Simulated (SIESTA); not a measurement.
**PbS (Galena) under changes of volume**

One of the cells (26.086 Å³/atom); the others are scaled copies at fixed shape and fractional positions:

```xyz
2
Lattice="0.0000 2.9657 2.9657 2.9657 0.0000 2.9657 2.9657 2.9657 0.0000" Properties=species:S:1:pos:R:3 pbc="T T T"
Pb    0.0000    0.0000    0.0000
S     2.9657    2.9657    2.9657
```

```yaml
Program: SIESTA 5.4.2
Functional: RPBE
Potentials_or_basis: PseudoDojo 0.4 standard (PBE files)
Basis: DZP (energy shift 0.003 Ry; two zetas on semicore shells)
Grid_cutoff: 500 Ry
Energy_shift: 0.003 Ry
k_mesh: 8 × 8 × 8
Occupations: fermi-dirac, width 0.05 eV
Spin: no spin polarisation
```

```csv
volume (Å³/atom),energy over the lowest point (meV/atom),pressure (GPa),gap on the mesh (eV)
24.521,98.45,9.5,0.24
25.042,70.44,7.8,0.33
25.564,47.61,6.3,0.41
26.086,?,?,?
26.607,15.88,3.6,0.56
27.129,6.16,2.4,0.62
27.651,0.00,1.4,0.68
```

What does the run at 26.086 Å³/atom give?

Energy over the lowest point 29.58 meV/atom; pressure 4.8 GPa; gap on the mesh 0.49 eV.

Worked out: A Birch-Murnaghan fit of order 3 (a polynomial in V^(-2/3)) to the other rows has its minimum at 28.41 Å³/atom, just outside them, with B0 = V·E''(V) = 48 GPa and B' = 4.0. It gives 29.57 meV/atom at 26.086 Å³/atom, against the run's 29.58, and -dE/dV = 4.9 GPa, against 4.8. A parabola through the other rows of the gap, of slope 3.64 eV per unit of ln V (its deformation potential) there, gives 0.49 eV, against the run's 0.49.

Energies are extrapolated to zero smearing.

Caveats: the potentials were made for another functional, which shifts forces and pressure; spin-orbit coupling is left out, which as a rule narrows the gap of such compounds by several tenths of an eV; the basis of atomic orbitals isn't converged, which shifts pressures, moduli and gaps.

A mesh can miss the band edges.
